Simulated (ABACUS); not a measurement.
Os, 2 atoms in the cell. Symmetry: P6_3/mmc, No. 194, hexagonal system. Conventional cell: a = 2.734 Å, b = 2.734 Å, c = 4.320 Å, α = 90.00°, β = 90.00°, γ = 120.00°. Os (site symmetry -6m2) has 12 Os at 2.68 to 2.73 Å as nearest neighbours. 

- Program: ABACUS 3.10.1
- Task: single point
- Functional: revPBE
- Potentials or basis: PseudoDojo NC SR 0.4.1 PBE standard
- Cutoff: 1007 eV
- Density cutoff: 4027 eV
- Basis: plane waves
- k mesh: 9 × 9 × 5
- Occupations: fermi-dirac, width 0.05 eV
- Spin: no spin polarisation
- Radial cutoff of the potentials (pseudo_rcut): 10 bohr
- SCF threshold on the density: 1e-08
- Max SCF steps: 100
- Eigensolver: dav
- Mixing: broyden
- Mixing share: 0.7
- Symmetry key: 1

Potentials or basis: PseudoDojo NC SR 0.4.1 PBE standard, plane waves.

Launch:

```bash
$ OMP_NUM_THREADS=1 mpirun -np 4 abacus > log
```

Hardware: 4 MPI ranks on AMD EPYC 9R14 (Zen 4), on a shared host.

Question: How long does it take, and how much memory?

Answer: It took 5.9 s on 4 MPI ranks on AMD EPYC 9R14 (Zen 4) (shared host), peak memory 0.32 GiB a rank. Counts: scf iterations 6, k points 36, bands 26, ranks 4.
